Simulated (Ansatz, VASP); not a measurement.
# KBr: VASP beside Ansatz

Aim: how closely do two programs agree when they are given the same cell, functional and k mesh? The cell is taken from a series of VASP runs on this material, whose earlier steps may have relaxed, scaled or displaced it; both programs get it as it stands.

Calculated with Ansatz 0.2.0; plane waves, with VASP 6.6.1 beside it; band structure at r2SCAN-EpsX with an exact-exchange share of 0.379.

## (1) Starting point

It takes space group Fm-3m (No. 225, cubic). The conventional cell has a = 6.585 Å, b = 6.585 Å, c = 6.585 Å, α = 90.00°, β = 90.00°, γ = 90.00°. Nearest to Br lie 6 K at 3.29 Å. Nearest to K lie 6 Br at 3.29 Å. Farther neighbours and most contacts between anions are not listed.

## (2) Ansatz: band structure, r2SCAN-EpsX with an exact-exchange share of 0.379

Ansatz runs on its default PAW (the set named soft_2) files.

The same path points are solved in both programs, so levels can be compared one by one.

input.yaml reads:

```yaml
crystal:
  lattice:
    - [0.0, 3.29235, 3.29235]
    - [3.29235, 0.0, 3.29235]
    - [3.29235, 3.29235, 0.0]
  atoms:
    - { symbol: Br, position: [0.5, 0.5, 0.5] }
    - { symbol: K, position: [0.0, 0.0, 0.0] }
hamiltonian:
  xc: { exchange: r2scan, correlation: r2scan, exx: { coeff: 0.379 } }
  pseudopotentials: { kind: paw }
kpoints:
  mp_grid: { grid: [4, 4, 4] }
  band_path:
    path:
      - [0.0, 0.0, 0.0]
      - [0.5, 0.0, 0.5]
      - [0.5, 0.22222, 0.72222]
      - [0.40278, 0.34722, 0.75]
      - [0.125, 0.125, 0.25]
      - [0.27778, 0.27778, 0.27778]
      - [0.55556, 0.38889, 0.55556]
      - [0.58333, 0.25, 0.66667]
      - [0.5, 0.30556, 0.69444]
      - [0.48611, 0.48611, 0.52778]
      - [0.625, 0.25, 0.625]
      - [0.5, 0.0, 0.5]
    npoints: 1
scf:
  occupations: { method: gaussian, width: 0.03 }
  n_extra_bands: 7
output:
  forces: true
  stress: true
  eigenvalues: true
  write_density: true
  write_potential: true
  elf: true
  volumetric_format: npy
```

The run is started by

```console
$ ansatz run input.yaml --threads 4 --pin off --max-ram 9216MiB --backend cpu --events-out ev --progress --plain --runs-dir out
```

Numbers of over 12 decimals in the logs are rounded to 6 here.

Output:

```text
Warning: output.stress: scf.convergence.dr2_threshold = 1e-7 eV (the SCF's general default) is looser than the 2e-10 eV advised for a printed stress (1e-10 eV for each atom of the cell: 2). What an SCF threshold leaves in a stress goes as its square root, and in the free energy as the threshold itself, and one threshold admits the most on a small cell: [figures from the program's tests cut] Set scf.convergence.dr2_threshold to 2e-10 eV or tighter. The threshold is an SCF's pass mark: one that does not reach it within its budget of iterations ends unconverged, or closes short of it on a stop that the run arms, and scf.convergence.dr2_threshold's page says what that costs each kind of run
Warning: output.stress: scf.exx.energy_threshold = 1e-6 eV is looser than the 2e-8 eV advised for a stress under a hybrid functional (1e-8 eV for each atom of the cell: 2). Every SCF of the exchange loop can meet its threshold on dr2 while the loop round them stops early: no threshold on dr2 bounds what that leaves in the stress. Set scf.exx.energy_threshold to 2e-8 eV or tighter. The threshold is the loop's pass mark: a loop that does not reach it within its budget of cycles ends unconverged, and scf.exx.energy_threshold's page has the law
scf.n_extra_bands = 7 over 8 filled bands (N_el = 16.0): the run solves 15 bands
Engine: ansatz 0.2.0, x86_64-unknown-linux-gnu
Pseudopotentials: kind: paw
Pseudopotential: Br, paw, valence charge 7, recommended cutoff 500 eV (meta_gga), Br.paw.azcp
Pseudopotential: K, paw, valence charge 9, recommended cutoff 500 eV (meta_gga), K.paw.azcp
Functional definition: unnamed
  parameter a_1 = 0.379
  exchange = (1 - a_1)*r2scan_x + a_1*exact_x
  correlation = r2scan_c
Crystal: 2 atoms, lattice volume = 71.375 Å³
Basis set: ecut = 500 eV, 1837 PW (Γ), exchange–correlation on 144×144×144 points (64 copies of the dense FFT grid, shifted against one another)
Bands: 15, of which v1, the nominal top of the filled ones, is band 8 counted from 1 (7 counted from 0)
Symmetry: 48 space group operations
Space group: Fm-3m (ITA 225), of the structure as read, at distance tolerance 4.1e-5 Å
k-points: 8 of 64
Non-local potential: Br, projectors of the file, l = 0: 2, l = 1: 2, l = 2: 2
Non-local potential: K, projectors of the file, l = 0: 3, l = 1: 2, l = 2: 2
PAW form: soft (Blöchl's): semilocal exchange-correlation on the pseudo side does not see the compensation charge
PAW frozen core: Br, regenerated for the run's functional, and the local potential with it (the file was generated under x = pbe(κ = 0.804, μ = 0.219515), c = pbe(β = 0.066725))
PAW frozen core: K, regenerated for the run's functional, and the local potential with it (the file was generated under x = pbe(κ = 0.804, μ = 0.219515), c = pbe(β = 0.066725))
PAW one-centre angular grid: Br, 302 points (default); XC on 160 Gauss nodes
PAW one-centre angular grid: K, 302 points (default); XC on 160 Gauss nodes
Initial density: superposition of atomic densities (neutral atoms: chi_scale 0, normalization atom), corrected by the library's trained network
Initial wavefunctions: pseudopotential atomic-orbital guess
Functional: x = r2scan, c = r2scan; τ floored in thin density (d = 2e-4 eV/Å³), warm-up for x = 0.621 r2scan + 0.379 exact, c = r2scan; τ floored in thin density (d = 2e-4 eV/Å³)
SCF iter   1: F=—  HF=-4339.291859 eV  |F-HF|=—  |Δ(HF+E_count)|=         —  Δρ=2.61e-3  dr2=2.54e-3  dr2_τ=1.82e-3  ethr=1.77e-3  ⟨swp⟩=2.0  Hψ=955  notcnv=0
preconditioner: auto → none  [insulator: Δε(μ)=5.145 eV  Ē_g=16.735 eV  σ=0.030 eV  W_gap=1.00  n_scr=14 (ndim 8)  ℏωp=16.4 eV  f_vac=0.061  D(μ)=0.00/eV (n_scr^D=0)]
SCF iter   2: F=-4339.305964 eV  HF=-4339.305908 eV  |F-HF|=5.65e-5  |Δ(HF+E_count)|=   1.40e-2  Δρ=1.08e-3  dr2=3.23e-4  dr2_τ=3.56e-5  ethr=1.59e-5  ⟨swp⟩=4.4  Hψ=403  notcnv=0  defer=2
SCF 1 stopped early in 2 iterations: F = -4339.305964 eV  dr2 = 3.23e-4
  greatest PAW one-centre occupation: 0.989 electrons in one spin orbital (limit 2), on the K atom at site 1 (counted from 0), in its partial waves of l = 0
Initial density: handed on by an earlier stage of this run
Initial wavefunctions: those handed on with the density
Functional: x = 0.621 r2scan + 0.379 exact, c = r2scan; τ floored in thin density (d = 2e-4 eV/Å³)
Frozen-core exchange: fock
SCF iter   1: F=—  HF=-4338.466787 eV  |F-HF|=—  |Δ(HF+E_count)|=         —  Δρ=3.43e-3  dr2=4.31e-3  dr2_τ=4.26e-3  ethr=2.02e-5  ⟨swp⟩=7.9  Hψ=575  notcnv=0
preconditioner: auto → none  [insulator: Δε(μ)=7.488 eV  Ē_g=20.310 eV  σ=0.030 eV  W_gap=1.00  n_scr=14 (ndim 8)  ℏωp=16.4 eV  f_vac=0.061  D(μ)=0.00/eV (n_scr^D=0)]
SCF iter   2: F=—  HF=-4338.465206 eV  |F-HF|=—  |Δ(HF+E_count)|=   1.58e-3  Δρ=1.60e-3  dr2=1.15e-3  dr2_τ=7.71e-5  ethr=2.02e-5  ⟨swp⟩=3.0  Hψ=242  notcnv=0
iter 3 solved again at ethr=5.99e-8 eV; its pass at ethr=4.73e-6 eV (dr2=9.58e-6 eV) is discarded
SCF iter   3: F=—  HF=-4338.464884 eV  |F-HF|=—  |Δ(HF+E_count)|=   3.22e-4  Δρ=1.31e-4  dr2=3.62e-4  dr2_τ=5.74e-6  ethr=5.99e-8  ⟨swp⟩=3.0  Hψ=439  notcnv=0
SCF iter   4: F=—  HF=-4338.467200 eV  |F-HF|=—  |Δ(HF+E_count)|=   2.32e-3  Δρ=1.94e-4  dr2=5.04e-5  dr2_τ=6.61e-7  ethr=5.99e-8  ⟨swp⟩=4.5  Hψ=427  notcnv=0
SCF iter   5: F=—  HF=-4338.467186 eV  |F-HF|=—  |Δ(HF+E_count)|=   1.43e-5  Δρ=5.62e-5  dr2=9.10e-6  dr2_τ=5.89e-7  ethr=5.99e-8  ⟨swp⟩=3.0  Hψ=242  notcnv=0
SCF iter   6: F=-4338.467236 eV  HF=-4338.467236 eV  |F-HF|=5.31e-7  |Δ(HF+E_count)|=   5.07e-5  Δρ=4.05e-5  dr2=1.74e-6  dr2_τ=6.75e-8  ethr=5.32e-9  ⟨swp⟩=4.5  Hψ=401  notcnv=0
SCF 2 stopped early in 6 iterations: F = -4338.467236 eV  dr2 = 1.74e-6
  greatest PAW one-centre occupation: 0.990 electrons in one spin orbital (limit 2), on the K atom at site 1 (counted from 0), in its partial waves of l = 0
hybrid outer 1: dexx = +3.565e-3 eV, tail = 5.37e-5 eV
Frozen-core exchange: fock
SCF iter   1: F=—  HF=-4338.468276 eV  |F-HF|=—  |Δ(HF+E_count)|=         —  Δρ=7.81e-5  dr2=1.39e-6  dr2_τ=2.83e-6  ethr=1.68e-6  ⟨swp⟩=4.2  Hψ=323  notcnv=0
preconditioner: auto → none  [insulator: Δε(μ)=7.494 eV  Ē_g=20.311 eV  σ=0.030 eV  W_gap=1.00  n_scr=14 (ndim 8)  ℏωp=16.4 eV  f_vac=0.066  D(μ)=0.00/eV (n_scr^D=0)]
SCF iter   2: F=—  HF=-4338.468276 eV  |F-HF|=—  |Δ(HF+E_count)|=   2.11e-7  Δρ=1.82e-5  dr2=1.37e-7  dr2_τ=2.31e-8  ethr=8.32e-9  ⟨swp⟩=3.4  Hψ=222  notcnv=0
SCF iter   3: F=—  HF=-4338.468276 eV  |F-HF|=—  |Δ(HF+E_count)|=   6.54e-9  Δρ=2.66e-6  dr2=4.59e-8  dr2_τ=7.96e-10  ethr=4.87e-10  ⟨swp⟩=3.1  Hψ=243  notcnv=0  defer=1
SCF iter   4: F=-4338.468276 eV  HF=-4338.468276 eV  |F-HF|=2.15e-9  |Δ(HF+E_count)|=   1.91e-7  Δρ=2.27e-6  dr2=4.39e-9  dr2_τ=1.93e-10  ethr=2.35e-11  ⟨swp⟩=4.9  Hψ=421  notcnv=0  defer=2
SCF 3 converged in 4 iterations: F = -4338.468276 eV  dr2 = 4.39e-9
  Residual-converged pass: ⟨swp⟩=2.2  Hψ=177  notcnv=0  max |occ|·‖R‖ = 2.3e-6 eV (tolerance 2.4e-6 eV)  dr2=4.39e-9  dr2_τ=1.95e-10  dr2_onsite=2.82e-10  max |Δocc| = 0.0e0
hybrid outer 2: dexx = +1.366e-6 eV, tail = 7.54e-8 eV, Δε = 2.96e-3 eV (about 1.01e-4 eV left of the loop's levels)
NSCF: frozen V_eff on 12 k-points
hybrid SCF converged: 2 outer / 10 inner (+2 warm-up), last move |dexx| = 1.37e-6 eV, tail = 7.54e-8 eV
Stability not checked: this state was not tested for a lower state beside it, because the functional holds exact exchange (a hybrid, or Hartree-Fock), whose exchange loop this test does not read (fock_operator; see scf.lower_state_search)
Free energy (F): -4338.468277 eV
Frozen-core exchange: fock
Harris-Foulkes:  -4338.468277 eV  (|F-HF|=2.15e-9)
Internal energy: -4338.468277 eV  (E = F + TS)
E sigma→0 (E₀):  -4338.468277 eV
Fermi energy:    2.782033 eV
--- Per-component energies (eV) ---
  E_band       = -185.914549
  E_kinetic    = 388.199789
  E_local      = -834.318147  (includes V_loc(G=0)·N_el)
  E_nonlocal   = 82.483905
  E_hartree    = 270.540397
  E_xc         = -250.261894
  E_vxc        = -191.087858  (∫ρ·V_xc dr)
  E_exx        = -66.771031  (= α·E_x^exact, valence–valence)
  E_paw        = -3125.607078  (= ΣΔE_a)
  E_vpaw       = -46.658508  (= ΣTr[D̂ρ^β])
  E_aug_tail   = -0.000002  (compensation charges beyond the density's cutoff)
  E_vtau       = 7.928258  (kinetic-family band-sum trace: ∫τ·v_τ [+ j·A + Jᵃ·Aᵃ] dr)
  E_ewald      = -801.844668
  E_core_change = -0.889548  (= ΣΔE_core)
  E_smearing   = -0.000000  (= −TS)
  E_closure    = -0.000000  (closes the sum)
  Σ components = -4338.468277   (vs F -4338.468277, Δ=0.00e0)
--- Forces (eV/Å), atoms counted from 1 ---
  atom   1  Br     0.00000000    -0.00000000    -0.00000000
  atom   2  K     -0.00000000     0.00000000     0.00000000
  max |Σ_I F_I| component: 4.11e-30 eV/Å
--- Stress (GPa, compression-positive) ---
        0.046739       0.000000      -0.000000
        0.000000       0.046739       0.000000
       -0.000000      -0.000000       0.046739
  P = ⅓ Tr σ = 0.0467 GPa (0.467 kbar)
--- Band table (eV; the first three rows and the last of 8) ---
  k-point 0: bands = [... 4 lower, -13.5926, -0.9647, -0.9647, -0.9647, 6.5286, 10.0570, 10.0570, 10.0570, ... 3 higher]
  k-point 1: bands = [... 4 lower, -13.4556, -1.7032, -1.1577, -1.1577, 7.8344, 9.7860, 10.8521, 10.8521, ... 3 higher]
  k-point 2: bands = [... 4 lower, -13.3285, -2.2984, -1.3389, -1.3389, 8.6386, 10.6918, 12.5168, 12.5168, ... 3 higher]
  k-point 7: bands = [... 4 lower, -13.4929, -1.6474, -1.6474, -1.5695, 9.6230, 9.6230, 10.8192, 11.8237, ... 3 higher]
```

Elapsed: 13 s, on 4 threads of Intel Xeon 6975P-C (Granite Rapids), shared host; peak memory 1 GiB; 44 s of CPU time.

[end of part 1 of 2]

[Lines on the potential files, build, host, timing and source positions are cut from VASP's logs without a mark.]

[Logs are printed without paths, hosts, clocks, repeated set-up lines and the standing remarks that a program may print on its own settings, such as how far it seeks lower states.]

[Hosts, paths, dates, database ids (printed as entryN), source tags and the programs' standing remarks are cut or masked in the printed files.]
